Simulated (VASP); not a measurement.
CaO in VASP 6.6.1, single-point calculation

INCAR

```
ENCUT = 520
ISMEAR = 2
LASPH = .TRUE.
LREAL = .FALSE.
NSW = 0
METAGGA = TPSS
ISIF = 2
PREC = Accurate
EDIFF = 1E-7
IBRION = -1
LWAVE = .FALSE.
NBANDS = 15
NELM = 66
LCHARG = .FALSE.
SIGMA = 0.3
```

KPOINTS

```
KPOINTS created by Atomic Simulation Environment
0
Gamma
10 10 10
0 0 0
```

POSCAR

```
Ca O
 1.0000000000000000
     0.0000000000000000    2.3495991112999999    2.4232666742000002
     2.3495991112999999    0.0000000000000000    2.4232666742000002
     2.3495991112999999    2.3495991112999999    0.0000000000000000
 Ca  O
   1   1
Cartesian
  0.0000000000000000  0.0000000000000000  0.0000000000000000
  2.3495991112999999  2.3495991112999999  2.4232666741999997
```

The recommended PBE PAW datasets give the neutral cell 16 valence electrons.

Command

```
mpirun -np 1 vasp_std
```

OSZICAR

```
N       E                     dE             d eps       ncg     rms          rms(c)
DAV:   1     0.185394901257E+03    0.18539E+03   -0.21265E+04  3182   0.216E+04
DAV:   2    -0.428579554380E+01   -0.18968E+03   -0.17520E+03  3942   0.352E+02
DAV:   3    -0.227128254819E+02   -0.18427E+02   -0.17146E+02  4764   0.102E+02
DAV:   4    -0.240271012347E+02   -0.13143E+01   -0.12829E+01  4393   0.257E+01
DAV:   5    -0.242267948153E+02   -0.19969E+00   -0.19632E+00  4727   0.774E+00    0.761E+00
DAV:   6    -0.249526529187E+02   -0.72586E+00   -0.65415E+01  3627   0.820E+01    0.123E+01
DAV:   7    -0.233526231545E+02    0.16000E+01   -0.41886E+00  3868   0.194E+01    0.952E+00
DAV:   8    -0.223558154641E+02    0.99681E+00   -0.60753E-01  3865   0.831E+00    0.642E+00
DAV:   9    -0.218307526276E+02    0.52506E+00   -0.38688E+00  4034   0.185E+01    0.291E+00
DAV:  10    -0.217471135448E+02    0.83639E-01   -0.49628E-01  3718   0.847E+00    0.445E-01
DAV:  11    -0.217547906831E+02   -0.76771E-02   -0.26236E-02  3180   0.182E+00    0.219E-01
DAV:  12    -0.217558988254E+02   -0.11081E-02   -0.16489E-03  3634   0.430E-01    0.845E-02
DAV:  13    -0.217558506934E+02    0.48132E-04   -0.36738E-04  3452   0.257E-01    0.313E-02
DAV:  14    -0.217559253420E+02   -0.74649E-04   -0.14900E-04  4449   0.131E-01    0.704E-02
DAV:  15    -0.217558544717E+02    0.70870E-04   -0.16621E-04  3739   0.129E-01    0.816E-03
DAV:  16    -0.217558632357E+02   -0.87640E-05   -0.14066E-05  4061   0.383E-02    0.524E-03
DAV:  17    -0.217558641292E+02   -0.89355E-06   -0.74673E-07  3922   0.934E-03    0.179E-03
DAV:  18    -0.217558641640E+02   -0.34733E-07   -0.20447E-07  3809   0.386E-03
   1 F= -.21755864E+02 E0= -.21756140E+02  d E =0.110520E-02
```

Standard output (part)

```
POSCAR found type information on POSCAR CaO
 POSCAR found :  2 types and       2 ions
 LDA part: xc-table for (None), standard interpolation
 POSCAR, INCAR and KPOINTS ok, starting setup
 WAVECAR not read
 entering main loop
```

From OUTCAR

```
k-points           NKPTS =    102   k-points in BZ     NKDIM =    102   number of bands    NBANDS=     15

   NELECT =      16.0000    total number of electrons

   dimension x,y,z NGX =    28 NGY =   28 NGZ =   28
   dimension x,y,z NGXF=    56 NGYF=   56 NGZF=   56

  energy-cutoff  :      520.00
  volume of cell :       26.76
      direct lattice vectors                 reciprocal lattice vectors
     0.000000000  2.349599111  2.423266674    -0.212802260  0.212802260  0.206333048
     2.349599111  0.000000000  2.423266674     0.212802260 -0.212802260  0.206333048
     2.349599111  2.349599111  0.000000000     0.212802260  0.212802260 -0.206333048

 k-points in reciprocal lattice and weights: KPOINTS created by Atomic Simulation Env
   0.00000000  0.00000000  0.00000000       0.001
   0.10000000  0.00000000  0.00000000       0.008
   0.20000000  0.00000000  0.00000000       0.008
   0.30000000 -0.00000000  0.00000000       0.008
   0.40000000  0.00000000  0.00000000       0.008
   0.50000000 -0.00000000  0.00000000       0.004
   0.10000000  0.10000000  0.00000000       0.002
   0.20000000  0.10000000  0.00000000       0.008
   ...

 E-fermi :   2.4246

 k-point     1 :       0.0000    0.0000    0.0000
  band No.  band energies     occupation
      1     -35.6381      2.00000
      2     -15.9709      2.00000
      3     -15.9501      2.00000
      4     -15.9501      2.00000
      5     -13.7275      2.00000
      6       2.3408      1.55625
      7       2.4194      1.03659
      8       2.4194      1.03658
      9       7.4443      0.00000
     10       8.8267      0.00000
     11       9.0532      0.00000
     12       9.0532      0.00000
     13      10.5102      0.00000
     14      10.7628      0.00000
     15      17.4984      0.00000

 k-point     2 :       0.1000    0.0000    0.0000
  band No.  band energies     occupation
      1     -35.6266      2.00000
      2     -16.1520      2.00000
      3     -15.9722      2.00000
      4     -15.9539      2.00000
      5     -13.5266      2.00000
      6       2.0154      2.04442
      7       2.2270      2.01748
      8       2.2684      1.89997
      9       7.9107      0.00000
     10       8.8885      0.00000
     11       9.1301      0.00000
     12       9.2285      0.00000
     13      10.7648      0.00000
     14      11.0255      0.00000
     15      17.9637      0.00000

 k-point     3 :       0.2000    0.0000    0.0000
  band No.  band energies     occupation
      1     -35.5964      2.00000
      2     -16.5619      2.00000
      3     -15.9921      2.00000
      4     -15.9636      2.00000
      5     -13.1028      2.00000
      6       1.2172      2.00000
      7       1.8747      1.99298
      8       1.9062      1.99811
      9       8.8140      0.00000
     10       9.0807      0.00000
     11       9.6236      0.00000
     12       9.7146      0.00000
     13      11.4244      0.00000
     14      11.7052      0.00000
     15      18.7511      0.00000

 ...

  Total        1.3162968      1.3162968      0.2937365      0.0000000      0.0000000      0.0000000
  in kB       78.8216778     78.8216778     17.5893487      0.0000000      0.0000000      0.0000000
  external PRESSURE =      58.4109015 kB  Pullay stress =       0.0000000 kB

 POSITION                                       TOTAL-FORCE (eV/Angst)
 -----------------------------------------------------------------------------------
      0.00000      0.00000      0.00000        -0.000000      0.000000     -0.000000
      2.34960      2.34960      2.42327         0.000000     -0.000000      0.000000
 -----------------------------------------------------------------------------------
    total drift:                                0.000000      0.000000      0.000000

  FREE ENERGIE OF THE ION-ELECTRON SYSTEM (eV)
  ---------------------------------------------------
  free  energy   TOTEN  =       -21.7558641640 eV

  energy  without entropy=      -21.7569693600  energy(sigma->0) =      -21.75614046
```

It converged. Results: gap between bands v and c on the k mesh 3.68 eV; least direct gap on the k mesh 4.07 eV; pressure 5.8 GPa. Band v is the last that the valence electrons fill when counted band by band, and c is the next.

For comparison, a separate PBE run of the intended cell, on usual settings and not on those above, gives a gap of 3.57 eV on its mesh and a pressure of 7.1 GPa.

The run above took about 3.2 min on one core of a shared host (Intel Xeon Platinum 8488C) and held 0.19 GiB at most.
